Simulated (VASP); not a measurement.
Write the native input for VASP 6.6.1 that does the following.

| Property | Result |
| --- | --- |
| Task | single point |
| Functional | r2SCAN |
| Potentials or basis | VASP PAW PBE potentials, release 64 (Zr_sv, B) |
| Cutoff | 520 eV |
| k mesh | 6 × 6 × 6 |
| Occupations | gaussian, width 0.1 eV |
| Spin | no spin polarisation |
| Dipole correction | no |
| Further INCAR settings | ALGO = Normal; EDIFF = 1e-07; NBANDS = 14 |

ZrB:

```
Zr B
1.0
     2.94327    0.00000    0.00000
     0.00000    2.94327    0.00000
     0.00000    0.00000    2.94327
Zr B
1 1
Cartesian
  0.0000 0.0000 0.0000
  1.4716 1.4716 1.4716
```

The cell was built by a generator and needn't be a form met in nature.

One way to write it, as run:

POSCAR

```
ZrB
1.0
    2.9432651143      0.0000000000      0.0000000000
    0.0000000000      2.9432651143      0.0000000000
    0.0000000000      0.0000000000      2.9432651143
Zr B
1 1
Direct
    0.0000000000      0.0000000000      0.0000000000
    0.5000000000      0.5000000000      0.5000000000
```

INCAR.step1

```
ALGO = Normal
EDIFF = 1E-4
ENCUT = 520
GGA = PE
ISMEAR = 0
LASPH = T
LCHARG = F
LREAL = F
LWAVE = T
NBANDS = 14
NELM = 100
PREC = Accurate
SIGMA = 0.1
```

INCAR.step2

```
ALGO = Normal
EDIFF = 1E-7
ENCUT = 520
ISIF = 2
ISMEAR = 0
ISTART = 1
LASPH = T
LCHARG = T
LELF = T
LMIXTAU = T
LREAL = F
LVHAR = T
LWAVE = F
METAGGA = R2SCAN
NBANDS = 14
NELM = 100
PREC = Accurate
SIGMA = 0.1
```

KPOINTS

```
k-points
0
Gamma
  6 6 6
```

Potentials or basis: VASP PAW PBE potentials, release 64 (Zr_sv, B).

Command:

```console
$ cat potpaw_PBE.64/Zr_sv/POTCAR potpaw_PBE.64/B/POTCAR > POTCAR
$ cp INCAR.step1 INCAR
$ mpirun -np 1 vasp_std > vasp.out
$ cp INCAR.step2 INCAR
$ mpirun -np 1 vasp_std > vasp.out
```

Results of the run:

The pressure is 15.4 GPa and the band gap on the k mesh is none (metal or under the smearing width).

Caveat: so large a pressure means that the cell lies far from this level's equilibrium, or that cutoff or potentials fall short; the potentials were made for another functional, which shifts forces and pressure.

It took 13 s on 1 thread of Intel(R) Xeon(R) 6975P-C (Granite Rapids) (shared host), peak memory 0.14 GiB.
